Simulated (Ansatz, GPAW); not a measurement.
**MnS: 3 runs at one level of theory**

```
CELL_PARAMETERS angstrom
0.00000 2.60450 2.60450
2.60450 0.00000 2.60450
2.60450 2.60450 0.00000
ATOMIC_POSITIONS crystal
Mn 0.00000 0.00000 0.00000
S 0.50000 0.50000 0.50000
```

Alike in all runs: task single point; functional PBE; k mesh 9 × 9 × 9; occupations gaussian, width 0.02 eV; collinear spin, ferromagnetic start; no spin-orbit coupling. The measured crystal is an antiferromagnetic insulator; the state found here is the runs' own. Pressure is positive in compression and, in plane waves, holds the error of the finite cutoff, which Ansatz's Pulay term estimates and takes out.

| program and potentials | plane-wave cutoff (eV) | notes | pressure (GPa) | net moment per atom (μB) |
| --- | --- | --- | --- | --- |
| Ansatz, Ansatz PAW | 420 | Pulay term of +0.04 GPa included | -2.84 | 2.36 |
| Ansatz, all-electron LAPW, scalar-relativistic | - | - | -2.83 | 2.36 |
| GPAW, GPAW PAW data sets (gpaw-data 1.2.1) | 600 | - | -2.85 | 2.35 |

The pressure spans -2.85 (GPAW, GPAW PAW data sets (gpaw-data 1.2.1)) to -2.83 GPa (Ansatz, all-electron LAPW, scalar-relativistic), with all-electron results at -2.83. The net moment per atom spans 2.35 (GPAW, GPAW PAW data sets (gpaw-data 1.2.1)) to 2.36 μB (Ansatz, all-electron LAPW, scalar-relativistic), with all-electron results at 2.36. The state is the one that the start led to, which needn't be the lowest.

Differences between rows come from potentials, basis sets and numerical settings, since the functional is the same but for its coding. Runs on potential files found faulty are left out.
